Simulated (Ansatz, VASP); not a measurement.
## Sc in VASP and in Ansatz

INCAR

```
SYSTEM = Sc
PREC = Accurate
ENCUT = 520
EDIFF = 1E-6
ISMEAR = -1
SIGMA = 0.08
LREAL = .FALSE.
LASPH = .TRUE.
NELM = 80
ALGO = Normal
ISIF = 2
LWAVE = .FALSE.
LCHARG = .FALSE.
GGA = PE
NBANDS = 12
```

Contents of KPOINTS:

```
regular mesh
0
G
  13 13 13
  0 0 0
```

The input POSCAR:

```
Sc
1.0
    2.9704436732      0.0000000000      0.0000000000
    0.0000000000      2.9704436732      0.0000000000
    0.0000000000      0.0000000000      2.9704436732
Sc
1
Direct
    0.0000000000      0.0000000000      0.0000000000
```

Input for Ansatz:

```yaml
crystal:
  lattice:
    - [2.9704436732, 0.0, 0.0]
    - [0.0, 2.9704436732, 0.0]
    - [0.0, 0.0, 2.9704436732]
  atoms:
    - { symbol: Sc, position: [0.0, 0.0, 0.0] }
kpoints:
  mp_grid: { grid: [13, 13, 13] }
  band_path:
    path:
      - [0.0, 0.0, 0.0]
      - [0.0, 0.5, 0.0]
      - [0.5, 0.5, 0.0]
      - [0.0, 0.0, 0.0]
      - [0.5, 0.5, 0.5]
      - [0.0, 0.5, 0.0]
      - [0.5, 0.5, 0.5]
      - [0.5, 0.5, 0.0]
    npoints: 14
scf:
  occupations: { method: fermi_dirac, width: 0.08 }
hamiltonian:
  xc: pbe
  pseudopotentials: { kind: all_electron, lapw: { basis_error: 0.001 } }
output:
  forces: true
  stress: true
  eigenvalues: true
  populations: true
  dos: { projected: true, de: 0.2, e_range: [-14, 8] }
```

This isn't the form of Sc at room conditions, which is hcp.

Alike in both runs: task single point; functional PBE; k mesh 13 × 13 × 13; occupations fermi-dirac, width 0.08 eV; no spin polarisation.

|  | VASP | Ansatz |
| --- | --- | --- |
| version | VASP 6.6.1 | Ansatz 0.2.0 |
| potentials or method | VASP PAW PBE potentials, release 64 (Sc_sv) | all-electron LAPW, scalar-relativistic |
| plane-wave cutoff (eV) | 520 | see its input |

```csv
,VASP,Ansatz,Ansatz less VASP
pressure (GPa),0.0,0.0,-0.02
```

Ansatz ran all-electron here, so the differences hold the error of VASP's frozen core and of both bases.
